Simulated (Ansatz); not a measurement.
# A defect in a wire: armchair graphene nanoribbon (N = 5, H edges), vacancy of one C, part 4 of 5

Aim: how much does this defect scatter, and at which energies?

Ansatz 0.2.0; DFT PBE, plane waves, PAW; relaxation of a wire's period (the session's first sound run).

So far. Step 3 (The wire at its relaxed period): At the computed energy nearest the Fermi level there are 0 channels a spin, and the thermal average gives 7.9e-4 G₀; the gap is 0.41 eV. Step 4 (Relaxing the junction): The largest force component on a free atom ends at 0.038 eV/Å, under the limit of 0.06.  6 atoms of the wire itself, hydrogen apart, moved by over 0.45 Å, up to 1.11 Å.

## (5) The open system

This step: DFT PBE, plane waves, PAW; transmission of a junction in a wire (Ansatz 0.2.0).

The cell is now read as a scatterer between two semi-infinite leads, named by two sites one period apart. The scattering states in its self-consistent potential are matched to the leads' states at each energy. One point across is taken, as for a wire in vacuum.

The input, input.yaml:

```yaml
crystal:
  lattice:
    - [13.772, 0.0, 0.0]
    - [0.0, 7.0, 0.0]
    - [0.0, 0.0, 30.1872827399]
  atoms:
    - { symbol: C, position: [0.322995708, 0.5, 0.001103384] }
    - { symbol: C, position: [0.500011569, 0.5, 0.999964221] }
    - { symbol: C, position: [0.67702743, 0.5, 0.001103384] }
    - { symbol: C, position: [0.322995708, 0.5, 0.046515664] }
    - { symbol: C, position: [0.500011569, 0.5, 0.047654827] }
    - { symbol: C, position: [0.67702743, 0.5, 0.046515664] }
    - { symbol: H, position: [0.253305375, 0.5, 0.063485734] }
    - { symbol: H, position: [0.746717763, 0.5, 0.063485734] }
    - { symbol: C, position: [0.410350961, 0.5, 0.071448291] }
    - { symbol: C, position: [0.589672177, 0.5, 0.071448291] }
    - { symbol: C, position: [0.410350961, 0.5, 0.119027899] }
    - { symbol: C, position: [0.589672177, 0.5, 0.119027899] }
    - { symbol: H, position: [0.253305375, 0.5, 0.126990456] }
    - { symbol: H, position: [0.746717763, 0.5, 0.126990456] }
    - { symbol: C, position: [0.322995708, 0.5, 0.143960527] }
    - { symbol: C, position: [0.500011569, 0.5, 0.142821364] }
    - { symbol: C, position: [0.67702743, 0.5, 0.143960527] }
    - { symbol: C, position: [0.322995708, 0.5, 0.189372807] }
    - { symbol: C, position: [0.500011569, 0.5, 0.190511969] }
    - { symbol: C, position: [0.67702743, 0.5, 0.189372807] }
    - { symbol: H, position: [0.253305375, 0.5, 0.206342877] }
    - { symbol: H, position: [0.746717763, 0.5, 0.206342877] }
    - { symbol: C, position: [0.410350961, 0.5, 0.214305434] }
    - { symbol: C, position: [0.589672177, 0.5, 0.214305434] }
    - { symbol: C, position: [0.410350961, 0.5, 0.261885042] }
    - { symbol: C, position: [0.589672177, 0.5, 0.261885042] }
    - { symbol: H, position: [0.253305375, 0.5, 0.269847599] }
    - { symbol: H, position: [0.746717763, 0.5, 0.269847599] }
    - { symbol: C, position: [0.3236023317, 0.4899669002, 0.2874114032] }
    - { symbol: C, position: [0.5000116076, 0.4947695741, 0.2841180568] }
[... 61 atom lines left out ...]
    - { symbol: C, position: [0.410350961, 0.5, 0.928591148] }
    - { symbol: C, position: [0.589672177, 0.5, 0.928591148] }
    - { symbol: C, position: [0.410350961, 0.5, 0.976170756] }
    - { symbol: C, position: [0.589672177, 0.5, 0.976170756] }
    - { symbol: H, position: [0.253305375, 0.5, 0.984133313] }
    - { symbol: H, position: [0.746717763, 0.5, 0.984133313] }
magnetization:
  spin_polarized: true
kpoints:
  mp_grid: { grid: [1, 1, 3] }
scf:
  occupations: { method: fermi_dirac, width: 0.05 }
hamiltonian:
  xc: pbe
output:
  transmission:
    e_range: [-1.26, 1.26]
    de: 0.035
    kmesh: [1, 1]
    reduced_basis: true
    leads: [[83, 0]]
  dos: { projected: true, e_range: [-4, 3] }
  write_potential: true
  write_density: true
  volumetric_format: npy
  elf: true
basis:
  ecutwfc: "350 eV"
```

Atom lines that are left out differ too.

Started as:

```bash
$ ansatz run input.yaml --threads 4 --pin off --max-ram 16384MiB --backend cpu --events-out ev --progress --plain --runs-dir out
```

Numbers of over 12 decimals in the logs are rounded to 6 here.

The program printed:

```text
[...]
Crystal: 97 atoms, lattice volume = 2910.175 Å³
Basis set: ecut = 350 eV, 43279 PW (Γ)
Bands: 250, of which v1, the nominal top of the filled ones, is band 152 counted from 1 (151 counted from 0)
Symmetry: 1 space group operations
[...]
k-points: 2 of 3 (time reversal used)
[...]
Starting moments: Σ|m| = 0.73 μB on 1 of 97 sites
[...]
SCF iter   1: F=—  HF=-17804.994581 eV  |F-HF|=—  |Δ(HF+E_count)|=         —  Δρ=3.43e-2 (↑3.43e-2 ↓3.43e-2)  dr2=1.44e2  dr2_m=1.11e-1  M=0.779 μB ∫|m|=0.860 μB  β_m=1.00  ethr=3.10e-3  ⟨swp⟩=7.0  Hψ=4878  notcnv=0  defer=146
[...]
SCF iter   2: F=—  HF=-17768.017577 eV  |F-HF|=—  |Δ(HF+E_count)|=    3.70e1  Δρ=2.15e-2 (↑2.14e-2 ↓2.15e-2)  dr2=5.08e1  dr2_m=5.97e-3  M=0.655 μB ∫|m|=0.886 μB  β_m=1.00  ethr=3.10e-3  ⟨swp⟩=2.8  Hψ=1807  notcnv=0  defer=348
[...]
spin-set hold released at iteration 2 (site moments show no strong build): the magnetisation degrees of freedom join the quasi-Newton model from the next iteration; the mixer history was kept
SCF iter   3: F=—  HF=-17750.374536 eV  |F-HF|=—  |Δ(HF+E_count)|=    1.76e1  Δρ=6.71e-3 (↑6.71e-3 ↓6.15e-3)  dr2=6.92e0  dr2_m=3.42e-2  M=0.207 μB ∫|m|=0.778 μB  β_m=0.30  ethr=3.10e-3  ⟨swp⟩=3.5  Hψ=1546  notcnv=0  defer=348
[...]
SCF iter  21: F=-17749.416437 eV  HF=-17749.416437 eV  |F-HF|=1.04e-9  |Δ(HF+E_count)|=   5.51e-9  Δρ=1.35e-7 (↑1.35e-7 ↓1.32e-7)  dr2=2.57e-9  dr2_m=2.19e-10  M=0.804 μB ∫|m|=0.957 μB  ethr=1.72e-12  ⟨swp⟩=4.2  Hψ=2526  notcnv=0
SCF 1 converged in 21 iterations: F = -17749.416437 eV  dr2 = 2.57e-9
[...]
transmission: 12 of 112 steps passed
transmission: 23 of 112 steps passed
[...]
transmission: 112 of 112 steps passed
WARN: The output density's exchange-correlation potential varies sharply where the density is thin. Do not read a vacuum level from v_tot or v_xc, or from such a field of the output density. On a cell that repeats whose density bears no net charge and no dipole along the vacuum's axis use v_es (v_loc + v_h of the components); under efield.dipole_correction with no amplitude use v_es + v_field, which holds any externa [...]
Second SCF, for the conductance: iteration 1, dr2 4.220e-2 eV
Second SCF, for the conductance: iteration 2, dr2 3.482e-2 eV
Second SCF, for the conductance: iteration 3, dr2 6.796e-3 eV
Second SCF, for the conductance: iteration 4, dr2 7.042e-4 eV
Second SCF, for the conductance: iteration 5, dr2 2.885e-4 eV
Second SCF, for the conductance: iteration 6, dr2 9.868e-5 eV
Second SCF, for the conductance: iteration 7, dr2 5.370e-5 eV
Second SCF, for the conductance: iteration 8, dr2 2.345e-5 eV
Second SCF, for the conductance: iteration 9, dr2 5.758e-6 eV
Second SCF, for the conductance: iteration 10, dr2 1.452e-6 eV
Second SCF, for the conductance: iteration 11, dr2 4.463e-7 eV
Second SCF, for the conductance: iteration 12, dr2 1.322e-7 eV
Second SCF, for the conductance: iteration 13, dr2 3.555e-8 eV
Second SCF, for the conductance: iteration 14, dr2 7.747e-9 eV
transmission: 12 of 112 steps passed
transmission: 23 of 112 steps passed
[...]
transmission: 112 of 112 steps passed
SCF converged after 21 iterations
Magnetization: 0.8044 μB (152.4022 up, 151.5978 down)
Absolute magnetization: 0.9584 μB (∫|ρ↑−ρ↓|, with the PAW one-centre terms)
[...]
Per-site moments (μB) at R_I (Å): [(1.558627879299712e-5, 0.448773), (-2.907360951601503e-5, 0.589261), (1.6141221934953867e-5, 0.448773), (2.3145093759141374e-5, 0.448773), (0.000132333, 0.589261), (2.204622770752238e-5, 0.448773), (-1.2251285243115627e-6, 0.448773), (-1.1816874992945616e-6, 0.448773), (6.0562921180863394e-5, 0.585376), (6.230156918586374e-5, 0.585376), (0.000227529, 0.585376), (0.00022089, 0.585376 [...]
Free energy (F): -17749.416437 eV
[...]
Internal energy: -17749.353305 eV  (E = F + TS)
E sigma→0 (E₀):  -17749.384871 eV
Entropy (-TS):   -0.063132 eV (-0.651 meV/atom)
Fermi energy:    -1.574265 eV
[...]
--- Band table (eV) ---
  k-point 0 ↑: bands = [... 148 lower, -2.8608, -2.5126, -2.3126, -1.6446, -1.4626, -1.1092, -0.2876, -0.1410, ... 94 higher]
  k-point 1 ↑: bands = [... 148 lower, -2.8670, -2.7532, -2.0659, -1.6663, -1.6406, -0.9013, -0.5478, 0.1145, ... 94 higher]
  k-point 0 ↓: bands = [... 148 lower, -2.5101, -2.4372, -2.3124, -1.4588, -1.1091, -0.3889, -0.2897, -0.1337, ... 94 higher]
  k-point 1 ↓: bands = [... 148 lower, -2.7516, -2.4345, -2.0664, -1.6616, -0.9023, -0.5444, -0.3714, 0.1171, ... 94 higher]
--- Transmission ---
  basis      : 703 plane waves across, 56 finite elements along
  points     : 1, standing for a mesh of 1 x 1
[...]
crystal 0  : C10H4, at the sites [83, 0], period 4.3121 Å, over 18.48 Å; its Hamiltonian steps by up to 36.0 meV: too much for a lead, lay more layers or, if its atoms are ordered, name the step of that order
[...]
filled         : 52.4 meV under the level at which it is neutral
    channels       : 0.000000e0 up, 0.000000e0 down
[...]
slowest decay  : 0.0370 /Å at (0.0000, 0.0000)
  junction   : crystal 0 to crystal 0, -1.08 to 24.80 Å
    transmission   : 0.000000e0 up, 0.000000e0 down
    conductance    : 4.2952e10 S/m² at 300 K (4.2870e10 on every other energy)
    error estimate : 0.2 % from the energy spacing and 0.0 % from band edges of the leads and from resonances (wavevectors taken as independent; lower de), 309.1 % from the steps of its leads' Hamiltonians or their offsets (lay more layers), 76.9 % from the distance to neutral
    resistance     : 1.8656e1 Ω µm² beyond half of each lead's own
```

Run time: 52 min. Hardware: 4 threads of Arm Neoverse V2, shared host; peak memory 10 GiB.

This step gave:

```
energy at zero smearing                                         : -17749.3849 eV
total moment                                                    : 0.8044 μB
absolute moment                                                 : 0.9584 μB
transmission at the energy nearest the Fermi level, spin up     : 0
transmission at the energy nearest the Fermi level, spin down   : 0
channels at the energy nearest the Fermi level, spin up         : 0
channels at the energy nearest the Fermi level, spin down       : 0
step of the lead's Hamiltonian                                  : 36 meV
slowest decay in the lead at the energy nearest the Fermi level : 0.037 Å⁻¹
conductance of the junction                                     : 5.34e-4 G₀
```

Table of transmission by energy, zero at the Fermi level:

```tsv
energy (eV)	spin up	spin down
-1.26	0.602	0.610
-1.19	0.619	0.626
-1.08	0.643	0.650
-1.01	0.660	0.666
-0.91	0.684	0.689
-0.84	0.700	0.703
-0.73	0.721	0.721
-0.67	0.732	0.730
-0.56	0.743	0.735
-0.53	0.743	0.733
-0.49	0.742	0.730
-0.39	0.715	0.696
-0.32	0.662	0.637
-0.21	0.413	0.391
-0.14	0	0
-0.04	0	0
0.00	0	0
0.04	0	0
0.14	0	0
0.21	0	0
0.32	0.321	0.323
0.39	0.525	0.523
0.49	0.679	0.666
0.56	0.736	0.717
0.67	0.787	0.761
0.73	0.807	0.778
0.84	0.824	0.792
0.91	0.829	0.797
1.01	0.831	0.799
1.08	0.830	0.798
1.19	0.825	0.795
1.26	0.820	0.792
```

Table of open channels of the lead by energy, zero at the Fermi level:

```tsv
energy (eV)	spin up	spin down
-1.190	1	1
-1.085	1	1
-1.015	1	1
-0.910	1	1
-0.805	1	1
-0.700	1	1
-0.595	1	1
-0.490	1	1
-0.385	1	1
-0.315	1	1
-0.210	1	1
-0.105	0	0
0.000	0	0
0.105	0	0
0.210	0	0
0.315	1	1
0.385	1	1
0.490	1	1
0.595	1	1
0.700	1	1
0.805	1	1
0.910	1	1
1.015	1	1
1.085	1	1
1.190	1	1
```

Projected DOS an atom over height of the atomic layer and energy from the Fermi level.  broadened by a Gaussian of 0.15 eV, since few k-points sample the long cell.

Ten even steps from '0' (0.000 states/eV) to '9' (0.705 states/eV), each cell a mean:
```
10000000000012110000000000000
10000100000014110100000010000
00000000000010100000000000000
00000000000010201000000001000
00000000000000000000000000000
10001010101102000000000000000
10001010111203000000000000000
00000000000010100000000000000
00000000000111201000000001000
00000000010223100000000000000
10010100111123200100000010000
00000100001123110100000000000
10101101111152211110101111011
11101101221031111110111111112
23004311881031111210230122113
78009811881020117710770077019
98017711231121019911881089008
43012210111121013311341144103
12221221221121012111211221211
22222322332132212212222222222
33213423443264523322332133224
44225423463243413323443344234
```
Columns: height of the atomic layer (Å) from 0.0333 to 30.2 (not evenly spaced); rows upwards: energy from the Fermi level (eV) from -3.98 to 1.47.

Site moment by element, in μB:

```tsv
element	atoms	mean	spread (r.m.s.)	least	largest
C	69	0.005	0.029	-0.002	0.243
H	28	0.000	0.000	0.000	0.000
```

The atoms farthest from the mean of their element:

```tsv
atom	x, y, z (Å)	site moment (μB)
C46	6.89, 3.65, 14.56	0.243
C52	5.64, 3.44, 16.57	0.018
C53	8.13, 3.44, 16.57	0.018
C57	6.89, 3.51, 17.27	-0.002
C43	5.01, 2.55, 12.95	-0.001
C44	8.77, 2.55, 12.95	-0.001
C50	5.67, 3.38, 15.13	-0.001
C51	8.10, 3.39, 15.13	-0.001
```

Spin density in the ca plane at fractional y = 0.480, with atoms of C and H within 0.2 Å of it.

Values in e/Å³, 13 rows by 16 columns, each cell a mean:
```
0.00 0.00 0.00 0.00 0.00 0.00 0.00 0.00 0.00 0.00 0.00 0.00 0.00 0.00 0.00 0.00
0.00 0.00 0.00 0.00 0.00 0.00 0.00 0.00 0.00 0.00 0.00 0.00 0.00 0.00 0.00 0.00
0.00 0.00 0.00 0.00 0.00 0.00 0.00 0.00 0.00 0.00 0.00 0.00 0.00 0.00 0.00 0.00
0.00 0.00 0.00 0.00 0.00 0.00 0.00 0.00 0.00 0.00 0.00 0.00 0.00 0.00 0.00 0.00
0.00 0.00 0.00 0.00 0.00 0.00 0.00 0.00 0.00 0.01 0.01 0.00 0.00 0.00 0.00 0.00
0.00 0.00 0.00 0.00 0.00 0.01 0.00 0.04 0.00 0.02 0.01 0.00 0.00 0.00 0.00 0.00
0.00 0.00 0.00 0.00 0.00 0.01 0.01 0.32 0.07 0.01 0.00 0.00 0.00 0.00 0.00 0.00
0.00 0.00 0.00 0.00 0.00 0.01 0.00 0.02 0.00 0.03 0.01 0.00 0.00 0.00 0.00 0.00
0.00 0.00 0.00 0.00 0.00 0.00 0.00 0.00 0.00 0.00 0.00 0.00 0.00 0.00 0.00 0.00
0.00 0.00 0.00 0.00 0.00 0.00 0.00 0.00 0.00 0.00 0.00 0.00 0.00 0.00 0.00 0.00
0.00 0.00 0.00 0.00 0.00 0.00 0.00 0.00 0.00 0.00 0.00 0.00 0.00 0.00 0.00 0.00
0.00 0.00 0.00 0.00 0.00 0.00 0.00 0.00 0.00 0.00 0.00 0.00 0.00 0.00 0.00 0.00
0.00 0.00 0.00 0.00 0.00 0.00 0.00 0.00 0.00 0.00 0.00 0.00 0.00 0.00 0.00 0.00
```
Columns run along c (16.0 Å, from fractional 0.22 to 0.75 of the cell), rows up along a (13.8 Å). Atoms in or near the plane, at fractional coordinates: C at (0.26, 0.41), C at (0.26, 0.59), H at (0.27, 0.25), H at (0.27, 0.75), C at (0.29, 0.32), C at (0.28, 0.50), C at (0.29, 0.68), C at (0.33, 0.33), C at (0.33, 0.50), C at (0.33, 0.67), H at (0.35, 0.26), H at (0.35, 0.74), C at (0.50, 0.41), C at (0.50, 0.59) and more.

ELF in the ca plane at fractional y = 0.480, with atoms of C and H within 0.2 Å of it. It is the smooth field of the valence electrons, not physical close to the nuclei.

Ten even steps from '0' (0.00 × 1e-1) to '9' (9.98 × 1e-1), each cell a mean:
```
00000000000000000000000000000000000000000000
00000000000000000000000000000000000000000000
00000000000000000000000000000000000000000000
10001442000000000000035300003410013200003310
61016997200000023100389940038961069830048950
83138998200000246510599972169993299961179981
75558997101223467620389965569982189965579971
16852662003567766520036317822641046328724630
65656874214667668865458865558864468855558854
51036536756752136427842641036338823631146338
63358756766631247755657863358756657853368756
27833642378623774662136437834641146438734631
46746853567622676773247656746752257657646742
52147537866641136536744752147547745741157447
62237756546754347647844752247547745742257547
46754763013678767753247646746752257647746742
36854773002456666520157537834751057547735740
84359998201112367620499974369993299973379981
82028998200000135410499961059982189950169981
40004885100000011100279730027840047620037730
00000221000000000000013100001100001100001100
00000000000000000000000000000000000000000000
00000000000000000000000000000000000000000000
00000000000000000000000000000000000000000000
```
Columns run along c (16.0 Å, from fractional 0.29 to 0.82 of the cell), rows up along a (13.8 Å). Atoms in or near the plane, at fractional coordinates: C at (0.29, 0.32), C at (0.29, 0.68), C at (0.33, 0.33), C at (0.33, 0.50), C at (0.33, 0.67), H at (0.35, 0.26), H at (0.35, 0.74), C at (0.50, 0.41), C at (0.50, 0.59), C at (0.55, 0.41), C at (0.55, 0.59), H at (0.56, 0.25), H at (0.56, 0.75), C at (0.57, 0.32) and more.

Electrostatic potential energy in the ca plane at fractional y = 0.480, with atoms of C and H within 0.2 Å of it. With pseudopotentials it is smooth inside the atoms' cores, unlike the true potential.

Ten even steps from '0' (-67 eV) to '9' (2 eV), each cell a mean:
```
99999999999999999999999999999999999999999999
99999999999999999999999999999999999999999999
99999999999999999999999999999999999999999999
99999999999999999999999999999999999999999999
99999999999999999999999999999999999999999999
89999679996689999779999999999999985699997579
57876579997557876579999999999999996557865589
01520289998201520389999999877899996102500489
46864567876546754578999989866778876547754568
79997202620279997215888999997103610389986104
78887546763578876436755899987436754578876447
02630279997204510589888999951379996214611489
24752478987325632578877899974478987336733588
78997314741479987215766899997214721489986215
78987414741478987436999999987314721489986225
23642478987413631489999999866889987325622589
12631389998313631489999999988999997214611589
78987469996478988569999999999999984578986479
99999789998799999889999999999999997899998789
99999999999999999999999999999999999999999999
99999999999999999999999999999999999999999999
99999999999999999999999999999999999999999999
99999999999999999999999999999999999999999999
99999999999999999999999999999999999999999999
```
Columns run along c (16.0 Å, from fractional 0.14 to 0.67 of the cell; values clipped at the 3rd and 97th percentile), rows up along a (13.8 Å). Atoms in or near the plane, at fractional coordinates: C at (0.14, 0.32), C at (0.14, 0.50), C at (0.14, 0.68), C at (0.19, 0.32), C at (0.19, 0.50), C at (0.19, 0.68), H at (0.21, 0.25), H at (0.21, 0.75), C at (0.21, 0.41), C at (0.21, 0.59), C at (0.26, 0.41), C at (0.26, 0.59), H at (0.27, 0.25), H at (0.27, 0.75) and more.

By hand: the program gives 4.2952 × 10^10 S/m² over the cell's cross-section of 96.40 Å² = 9.640 × 10^-19 m², so one cell conducts 4.141 × 10^-8 S. Divided by G0 = 2e²/h = 7.748 × 10^-5 S this is 5.3e-4 G0, a resistance of 24150 kΩ.

The conductance is 5.3e-4 G₀, with 0 spin-up and 0 spin-down channels open in the lead; the transmission at the nearest energy alone would give 0 G₀, so T(E) varies within the thermal window. The lead's Hamiltonian steps by 36.0 meV, which the program calls too much for a lead. The largest term of the program's error estimate is 309 %, from the steps of its leads' Hamiltonians or their offsets.

[end of part 4 of 5]

[Logs are printed without paths, hosts, clocks, repeated set-up lines and the standing remarks that a program may print on its own settings, such as how far it seeks lower states.]

[Hosts, paths, dates, database ids (printed as entryN), source tags and the programs' standing remarks are cut or masked in the printed files.]
